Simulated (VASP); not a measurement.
# LiF (P6_3mc) in VASP: a series of runs

The runs below take LiF through equation of state, elastic constants, with r2SCAN.

Everything below comes from runs of VASP 6.6.1. Logs are shortened: lines on timing, memory, paths and dates and some standing lists are left out, and cuts for length are marked.

## Step 1: The crystal as given

It takes space group P6_3mc (No. 186, hexagonal). The conventional cell has a = 3.061 Å, b = 3.061 Å, c = 4.807 Å, α = 90.00°, β = 90.00°, γ = 120.00°. F (site symmetry 3m) is surrounded by 4 Li at 1.85 to 1.86 Å. Around Li (site symmetry 3m) lie 4 F at 1.85 to 1.86 Å.

Measurements of this composition are mostly on another form, of space group No. 225.

## Step 2: Equation of state, r2SCAN, 9.17 Å³/atom (volume scaled by 0.94)

INCAR

```
PREC = Accurate
ENCUT = 520
EDIFF = 1E-7
ISMEAR = -1
SIGMA = 0.05
LREAL = False
LASPH = True
NELM = 100
ALGO = Normal
ISIF = 2
LWAVE = False
LCHARG = False
METAGGA = R2SCAN
LMIXTAU = True
```

KPOINTS

```
regular mesh
0
Gamma
  10 10 6
```

POSCAR

```
LiF
1.0
    2.9984541248      0.0000000000      0.0000000000
   -1.4992270624      2.5967374442      0.0000000000
    0.0000000000      0.0000000000      4.7091883689
F Li
2 2
Direct
    0.6666666667      0.3333333333      0.4938437400
    0.3333333333      0.6666666667      0.9938437400
    0.6666666667      0.3333333333      0.8811542600
    0.3333333333      0.6666666667      0.3811542600
```

Potentials or basis: VASP PAW PBE potentials, release 64 (F, Li_sv).

Started as:

```
> cat potpaw_PBE.64/F/POTCAR potpaw_PBE.64/Li_sv/POTCAR > POTCAR
> mpirun -np 1 vasp_std > vasp.out
```

OUTCAR:

```text
PREC = Accurate
   ENCUT = 520
   EDIFF = 1E-7
   ISMEAR = -1
   LREAL = False
   LASPH = True
   NELM = 100
   ISIF = 2
   METAGGA = R2SCAN

 Found     56 irreducible k-points:

 Following reciprocal coordinates:
            Coordinates               Weight
  0.000000  0.000000  0.000000      1.000000
  0.100000 -0.000000  0.000000      6.000000
  0.200000 -0.000000  0.000000      6.000000
  0.300000  0.000000  0.000000      6.000000
  0.400000 -0.000000  0.000000      6.000000
  0.500000 -0.000000  0.000000      3.000000
   k-points           NKPTS =     56   k-points in BZ     NKDIM =     56   number of bands    NBANDS=     14
   number of dos      NEDOS =    301   number of ions     NIONS =      4
   total plane-waves  NPLWV =  20736
   dimension x,y,z NGX =    24 NGY =   24 NGZ =   36
   dimension x,y,z NGXF=    48 NGYF=   48 NGZF=   72
   ions per type =               2   2
   NGX,Y,Z   is equivalent  to a cutoff of  13.31, 13.31, 12.71 a.u.
   NGXF,Y,Z  is equivalent  to a cutoff of  26.61, 26.61, 25.42 a.u.
 SYSTEM =  unknown system
   PREC   = accura    normal or accurate (medium, high low for compatibility)
   ISTART =      0    job   : 0-new  1-cont  2-samecut
   ICHARG =      2    charge: 1-file 2-atom 10-const
   ISPIN  =      1    spin polarized calculation?
   LNONCOLLINEAR =      F non collinear calculations
   LSORBIT =      F    spin-orbit coupling
   LASPH  =      T    aspherical Exc in radial PAW
   ENCUT  =  520.0 eV  38.22 Ry    6.18 a.u.   5.58  5.58  8.76*2*pi/ulx,y,z
   NELM   =    100;   NELMIN=  2; NELMDL= -5     # of ELM steps
   EDIFF  = 0.1E-06   stopping-criterion for ELM
   LREAL  =      F    real-space projection
   EDIFFG = 0.1E-05   stopping-criterion for IOM
   NSW    =      0    number of steps for IOM
   IBRION =     -1    ionic relax: 0-MD 1-quasi-New 2-CG
   NFREE  =      0    steps in history (QN), initial steepest desc. (CG)
   ISIF   =      2    stress and relaxation
   ISYM   =      2    0-nonsym 1-usesym 2-fastsym
   POTIM  = 0.5000    time-step for ionic-motion
   TEBEG  =    0.0;   TEEND  =   0.0 temperature during run
   PSTRESS=    0.0 pullay stress
   NELECT =      20.0000    total number of electrons
   NUPDOWN=      -1.0000    fix difference up-down
   EMIN   =  10.00;   EMAX   =-10.00  energy-range for DOS
   EFERMI =   0.00;   METHOD = LEGACY
   ISMEAR =    -1;   SIGMA  =   0.05  broadening in eV -4-tet -1-fermi 0-gaus
   EFERMI_NEDOS =   21; number of points for ismear=-14 and -15
   IALGO  =     38    algorithm
   IMIX   =      4    mixing-type and parameters
     AMIX     =   0.40;   BMIX     =  1.00
     AMIX_MAG =   1.60;   BMIX_MAG =  1.00
  volume/ion in A,a.u.               =       9.17        61.86
  Fermi-wavevector in a.u.,A,eV,Ry     =   1.337604  2.527706 24.343344  1.789185
  Thomas-Fermi vector in A             =   2.466140
   LORBIT       =      0    0 simple, 1 ext, 2 COOP (PROOUT), +10 PAW based schemes
   METAGGA = R2SCAN    functional components
   LHFCALC =     F    Hartree Fock is set to
   AEXX    =    0.0000 exact exchange contribution
   IVDW    =     0    specifies the selected vdW correction
   LEPSILON=     F    determine dielectric tensor
   LRPA    =     F    only Hartree local field effects (RPA)
 non-spin polarized calculation
  energy-cutoff  :      520.00
  volume of cell :       36.67
 maximum number of plane-waves:      1014
 NGX is ok and might be reduce to    24
   NGX = 11   NGY = 11   NGZ = 17

 number of electron      20.0000025 magnetization

 Free energy of the ion-electron system (eV)
  ---------------------------------------------------
  ext. energy  EPLUGINS =         0.00000000
  ---------------------------------------------------
  free energy    TOTEN  =       -23.61546748 eV

  energy without entropy =      -23.61546748  energy(sigma->0) =      -23.61546748

 E-fermi :  -1.6718     XC(G=0):  -9.7461

 val. band max:       -2.7272821010   @ k =   0.0000   0.0000   0.0000
 cond. band min:       6.3397141764   @ k =   0.0000   0.0000   0.0000
 fundamental gap:      9.0669962774
 Fermi energy:        -1.6717726716

 k-point     1 :       0.0000    0.0000    0.0000
  band No.  band energies     occupation
      1     -44.0069      2.00000
      2     -43.9475      2.00000
      3     -23.4238      2.00000
      4     -23.1728      2.00000
      5      -5.1107      2.00000
      6      -3.2437      2.00000
      7      -3.2437      2.00000
      8      -2.8935      2.00000
      9      -2.8935      2.00000
     10      -2.7273      2.00000
     11       6.3397      0.00000
     12      10.8355      0.00000
     13      14.4308      0.00000
     14      17.8779      0.00000

 k-point     2 :       0.1000   -0.0000    0.0000
  band No.  band energies     occupation
      1     -44.0024      2.00000
      2     -43.9458      2.00000
      3     -23.4108      2.00000
      4     -23.1712      2.00000
      5      -5.0576      2.00000
      6      -3.3579      2.00000
      7      -3.3103      2.00000
      8      -3.0455      2.00000
      9      -2.9119      2.00000
     10      -2.7589      2.00000
     11       6.5861      0.00000
     12      10.9640      0.00000
     13      14.2978      0.00000
     14      17.3380      0.00000

 k-point     3 :       0.2000   -0.0000    0.0000
  band No.  band energies     occupation
      1     -43.9903      2.00000
      2     -43.9412      2.00000
      3     -23.3741      2.00000
      4     -23.1660      2.00000
      5      -4.9167      2.00000
      6      -3.6903      2.00000
      7      -3.4706      2.00000
      8      -3.3658      2.00000
      9      -2.9702      2.00000
     10      -2.8533      2.00000
     11       7.2561      0.00000
     12      11.2533      0.00000
     13      14.0158      0.00000
     14      16.2652      0.00000

 k-point     4 :       0.3000    0.0000    0.0000
  band No.  band energies     occupation
      1     -43.9743      2.00000
      2     -43.9364      2.00000
      3     -23.3235      2.00000
      4     -23.1636      2.00000
      5      -4.7878      2.00000
      6      -4.0527      2.00000
      7      -3.6704      2.00000
      8      -3.6513      2.00000
      9      -3.0524      2.00000
     10      -3.0076      2.00000
     11       8.1832      0.00000
     12      11.4750      0.00000
     13      13.5126      0.00000
     14      15.6917      0.00000

 k-point     5 :       0.4000   -0.0000    0.0000
  band No.  band energies     occupation
      1     -43.9598      2.00000
      2     -43.9340      2.00000
      3     -23.2732      2.00000
      4     -23.1696      2.00000
      5      -4.8733      2.00000
      6      -4.1090      2.00000
      7      -3.8572      2.00000
      8      -3.7881      2.00000
      9      -3.2004      2.00000
     10      -3.1229      2.00000
     11       9.1621      0.00000
     12      11.2707      0.00000
     13      13.2432      0.00000
     14      15.1104      0.00000

 k-point     6 :       0.5000   -0.0000    0.0000
  band No.  band energies     occupation
      1     -43.9533      2.00000
      2     -43.9342      2.00000
      3     -23.2484      2.00000
      4     -23.1779      2.00000
      5      -4.9640      2.00000
      6      -4.0974      2.00000
      7      -3.8507      2.00000
      8      -3.8386      2.00000
      9      -3.3191      2.00000
     10      -3.1503      2.00000
     11       9.7788      0.00000
     12      10.8110      0.00000
     13      13.8452      0.00000
     14      14.0115      0.00000

 [... further k-points ...]

------------------------ aborting loop because EDIFF is reached ----------------------------------------

  FORCE on cell =-STRESS in cart. coord.  units (eV):
  Direction    XX          YY          ZZ          XY          YZ          ZX
  --------------------------------------------------------------------------------------
  -------------------------------------------------------------------------------------
  Total        0.9676119      0.9676119      0.8316483      0.0000000     -0.0000000      0.0000000
  in kB       42.2805152     42.2805152     36.3394869      0.0000000     -0.0000000      0.0000000
  external PRESSURE =      40.3001725 kB  Pullay stress =       0.0000000 kB

 VOLUME and BASIS-vectors are now :
 -----------------------------------------------------------------------------
  energy-cutoff  :      520.00
  volume of cell :       36.67
      direct lattice vectors                 reciprocal lattice vectors
     2.998454125  0.000000000  0.000000000     0.333505186  0.192549309  0.000000000
    -1.499227062  2.596737444  0.000000000     0.000000000  0.385098618  0.000000000
     0.000000000  0.000000000  4.709188369     0.000000000  0.000000000  0.212350818

 POSITION                                       TOTAL-FORCE (eV/Angst)
 -----------------------------------------------------------------------------------
      1.49923      0.86558      2.32560        -0.000000     -0.000000     -0.007596
     -0.00000      1.73116      4.68020         0.000000      0.000000     -0.007596
      1.49923      0.86558      4.14952        -0.000000      0.000000      0.007596
     -0.00000      1.73116      1.79493         0.000000     -0.000000      0.007596
 -----------------------------------------------------------------------------------
    total drift:                                0.000000      0.000001      0.062778

  FREE ENERGIE OF THE ION-ELECTRON SYSTEM (eV)
  ---------------------------------------------------
  free  energy   TOTEN  =       -23.6154674801 eV

  energy  without entropy=      -23.6154674800  energy(sigma->0) =      -23.61546748
```

It took 2.1 min on 1 thread of AMD EPYC 9R45 (Zen 5), shared host; peak memory 0.14 GiB.

Results:

```yaml
Free_energy: -23.6155 eV
Largest_force: 0.008 eV/Å
Band_gap_on_the_k_mesh: 9.07 eV, direct
```

Caveat: the cutoff is under 1.25 times the usual one of these potentials, so pressure, stress and relaxed cells hold a basis-set (Pulay) error; the PAW data sets were made with another functional, which shifts forces and pressure a little.

[end of part 1 of 2]
